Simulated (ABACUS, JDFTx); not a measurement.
This is a calculation of Li (Lithium) for ABACUS 3.10.1. 

File INPUT:

```
INPUT_PARAMETERS
suffix              Li
calculation         cell-relax
basis_type          pw
pseudo_dir          ./
symmetry            1
dft_functional      MGGA_X_R2SCAN+MGGA_C_R2SCAN
ecutwfc             86
pseudo_rcut         10
nspin               1
nbands              6
ks_solver           dav
smearing_method     fd
smearing_sigma      0.00367493
scf_thr             1e-08
scf_nmax            100
mixing_type         broyden
mixing_beta         0.7
cal_force           1
cal_stress          1
mixing_tau          1
relax_nmax          60
force_thr_ev        0.01
relax_method        cg
out_stru            1
stress_thr          1
kpar                4
```

STRU

```
ATOMIC_SPECIES
Li 6.9400 Li_ONCV_PBE-1.2.upf

LATTICE_CONSTANT
1.8897261246

LATTICE_VECTORS
-1.7546500000 1.7546500000 1.7546500000
1.7546500000 -1.7546500000 1.7546500000
1.7546500000 1.7546500000 -1.7546500000

ATOMIC_POSITIONS
Direct

Li
0.0
1
0.0000000000 0.0000000000 0.0000000000 1 1 1
```

File KPT:

```
K_POINTS
0
Gamma
7 7 7 0 0 0
```

Potentials or basis: SG15 ONCV 1.2 PBE, plane waves.

Command:

```sh
$ OMP_NUM_THREADS=1 mpirun -np 4 abacus > log
```

Problem. What does the same run look like in JDFTx 1.7.0 (patched build)? Potentials or basis there: SG15-PBE-1.2 with smoothed tails, cutoff 1088 eV.

Solution. As run (cutoffs and basis follow the program's own potentials, and thresholds, step limits or extra output files can differ):

Contents of Li.in:

```
lattice \
   -3.3158079446     3.3158079446     3.3158079446 \
    3.3158079446    -3.3158079446     3.3158079446 \
    3.3158079446     3.3158079446    -3.3158079446
coords-type Lattice
ion Li     0.0000000000     0.0000000000     0.0000000000 1

ion-species pseudo/Li.upf
elec-cutoff 40
elec-ex-corr mgga-x-r2scan mgga-c-r2scan
kpoint-folding 7 7 7
elec-smearing Fermi 0.0018374661
elec-n-bands 6
electronic-SCF nIterations 100 energyDiffThreshold 1e-09
electronic-minimize nIterations 30 energyDiffThreshold 1e-7
forces-output-coords Cartesian
lattice-minimize nIterations 40 energyDiffThreshold 1e-6

dump-name run.$VAR
dump End Ecomponents EigStats BandEigs Kpoints Forces Stress ElecDensity KEdensity
```

Potentials or basis: SG15-PBE-1.2 with smoothed tails.

Launch:

```console
$ jdftx -c 1 -i Li.in -o Li.out
```

Both were run:

|  | ABACUS | JDFTx |
| --- | --- | --- |
| Relaxed volume | 19.12 Å³/atom | 21.37 Å³/atom |
| Relaxed cell | a = 2.917 Å, b = 2.917 Å, c = 2.917 Å, α = 109.47°, β = 109.47°, γ = 109.47° | a = 3.028 Å, b = 3.028 Å, c = 3.028 Å, α = 109.47°, β = 109.47°, γ = 109.47° |
| Space group after relaxing | Im-3m (No. 229) | Im-3m (No. 229) |
| Pressure after relaxing | -0.1 GPa | 0.0 GPa |

ABACUS's potentials were made for PBE. JDFTx's potentials were made for PBE.

The two runs disagree by more than potentials and bases usually give (in gap, levels, pressure or energy); the cause wasn't traced.

Pressure is positive in compression.

The k mesh is coarse, so the values aren't converged.
